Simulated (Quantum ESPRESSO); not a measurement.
PtS2:

```
CELL_PARAMETERS angstrom
3.54320 0.00000 0.00000
-1.77160 3.06850 0.00000
0.00000 0.00000 5.03880
ATOMIC_POSITIONS crystal
Pt 0.00000 0.00000 0.00000
S 0.66667 0.33333 0.77300
S 0.33333 0.66667 0.22700
```

Base run:

| Quantity | Value |
| --- | --- |
| Program | Quantum ESPRESSO 7.5 |
| Functional | PBEsol |
| Potentials or basis | GBRV 1.5 PBEsol |
| Cutoff | 612 eV |
| Density cutoff | 4898 eV |
| k mesh | 9 × 9 × 5 |
| Occupations | fermi-dirac, width 0.05 eV |
| Spin | no spin polarisation |
| Hubbard terms | Pt d U = 6 eV |

Its results: band gap on the k mesh 0.83 eV, indirect (least direct gap 0.95 eV); pressure 6.7 GPa; largest force 1.053 eV/Å.

Task: The run is repeated on the same cell with these changes: hubbard terms from Pt d U = 6 eV to none. What comes out?

Result: Band gap on the k mesh 0.95 eV, indirect (least direct gap 0.99 eV); pressure 6.0 GPa; largest force 0.940 eV/Å.

Caveats: spin-orbit coupling is left out, which moves the levels of the heavy elements; an odd mesh through Γ misses points on the zone boundary, where band edges often lie; forces of over 1 eV/Å show positions far from the minimum, so gaps and moduli don't describe the material at rest (some runs).
